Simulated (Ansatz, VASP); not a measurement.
**Two plane-wave programs on FeO**

File INCAR:

```
ALGO = Normal ; EDIFF = 1E-6
ENCUT = 520 ; GGA = PE
ISIF = 2 ; ISMEAR = -1
ISPIN = 2 ; LASPH = T
LCHARG = T ; LELF = T
LMAXMIX = 4 ; LORBIT = 11
LREAL = F ; LVHAR = T
LWAVE = F ; MAGMOM = 3 0
NBANDS = 18 ; NELM = 150
PREC = Accurate ; SIGMA = 0.05
```

Contents of KPOINTS:

```
k-points
0
Gamma
  10 10 9
```

POSCAR

```
FeO
1.0
    2.9029055100      0.0000000000      0.0000000000
   -1.4514527500      2.5139899200      0.0000000000
    0.0000000000      0.0000000000      2.8330919500
Fe O
1 1
Direct
    0.0000000000      0.0000000000      0.0000000000
    0.6666666667      0.3333333333      0.5000000000
```

The input input.yaml:

```yaml
crystal:
  lattice:
    - [2.90290551, 0.0, 0.0]
    - [-1.45145275, 2.51398992, 0.0]
    - [0.0, 0.0, 2.83309195]
  atoms:
    - { symbol: Fe, position: [0.0, 0.0, 0.0], spin: 3.0 }
    - { symbol: O, position: [0.6666666667, 0.3333333333, 0.5] }
hamiltonian:
  xc: pbe
  pseudopotentials: { kind: paw }
magnetization:
  spin_polarized: true
kpoints:
  mp_grid: { grid: [10, 10, 9] }
scf:
  occupations: { method: fermi_dirac, width: 0.05 }
output:
  forces: true
  stress: true
  eigenvalues: true
```

The cell comes from a database or a generator and needn't be the stable form of this composition.

Alike in both runs: task single point; functional PBE; k mesh 10 × 10 × 9; occupations fermi-dirac, width 0.05 eV; collinear spin.

|  | VASP | Ansatz |
| --- | --- | --- |
| version | VASP 6.6.1 | Ansatz 0.2.0 |
| potentials or method | VASP PAW PBE potentials, release 64 (Fe, O) | Ansatz PAW |
| plane-wave cutoff (eV) | 520 | 420 |
| valence electrons in the cell | 14 | 22 |

|  | VASP | Ansatz | Ansatz less VASP |
| --- | --- | --- | --- |
| gap on the k mesh at the Fermi level (eV) | none | none | - |
| pressure (GPa) | -10.4 | -10.4 | 0.00 |
| largest component of the traceless stress (GPa) | 3.60 | 3.30 | -0.303 |
| net moment per atom (μB) | 2.00 | 2.00 | 0.000 |
| size of the moment on the site where the two differ most (μB) | 3.58 | 3.47 | -0.111 |

Site moments also hang on the region over which each program counts them. A gap of «none» marks a metal or a gap that the smearing closes. The functional is the same, so the differences come from potentials, cutoffs and numerics. The two sets of potentials don't hold the same shells in valence.

Caveats: a cell with one magnetic atom can't hold antiferromagnetic order, which such compounds often take; semilocal functionals often make such compounds metallic where correlation or magnetic order opens a gap, which also shifts bond lengths; the pressure holds a Pulay correction of +0.6 GPa for the finite cutoff (Ansatz).
